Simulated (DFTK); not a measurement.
The system is Al2O3 (Corundum).

```
Al O
1.0
     2.38025    1.37424    4.33187
    -2.38025    1.37424    4.33187
     0.00000   -2.74848    4.33187
Al O
4 6
Direct
  0.85216 0.85216 0.85216
  0.64784 0.64784 0.64784
  0.14784 0.14784 0.14784
  0.35216 0.35216 0.35216
  0.05668 0.75000 0.44332
  0.75000 0.44332 0.05668
  0.44332 0.05668 0.75000
  0.94332 0.25000 0.55668
  0.25000 0.55668 0.94332
  0.55668 0.94332 0.25000
```

Base run:

* Program: DFTK 0.8.2
* Functional: LDA
* Potentials or basis: dojo.nc.sr.lda.v0_4_1.standard.upf (LDA)
* Cutoff: 1143 eV
* k mesh: 4 × 4 × 4
* Occupations: fermi-dirac, width 0.05 eV
* Spin: no spin polarisation

Its results: band gap on the k mesh 6.21 eV, direct; pressure -7.3 GPa; largest force 0.134 eV/Å.

Problem. The run is repeated on the same cell with these changes: functional from LDA to PBE; potentials or basis from dojo.nc.sr.lda.v0_4_1.standard.upf (LDA) to dojo.nc.sr.pbe.v0_4_1.standard.upf (PBE). What comes out?

Solution. Band gap on the k mesh 6.27 eV, direct; pressure 6.0 GPa; largest force 0.052 eV/Å.
